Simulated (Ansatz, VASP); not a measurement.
# Two plane-wave programs on Ca

```xyz
2
Lattice="3.9612 0.0000 0.0000 -1.9806 3.4305 0.0000 0.0000 0.0000 6.5045" Properties=species:S:1:pos:R:3 pbc="T T T"
Ca    0.0000    2.2870    1.6261
Ca    1.9806    1.1435    4.8783
```

The cell was built by a generator and needn't be a form met in nature.

Alike in both runs: functional revPBE; k mesh 9 × 9 × 5; occupations fermi-dirac, width 0.1 eV; no spin polarisation.

Ansatz relaxed the structure, and its values are those at the end. VASP's run is a single point on that final structure, the one shown.

|  | VASP | Ansatz |
| --- | --- | --- |
| version | VASP 6.6.1 | Ansatz 0.2.0 |
| potentials or method | VASP PAW PBE potentials, release 64 (Ca_sv) | plane waves (420 eV) with PAW, scalar-relativistic |
| plane-wave cutoff (eV) | 520 | 420 |
| valence electrons in the cell | 20 | 20 |

|  | VASP | Ansatz | Ansatz less VASP |
| --- | --- | --- | --- |
| pressure (GPa) | 0.0 | 0.0 | -0.01 |

Caveats: the PAW data sets were made with another functional, which shifts forces and pressure a little (VASP).
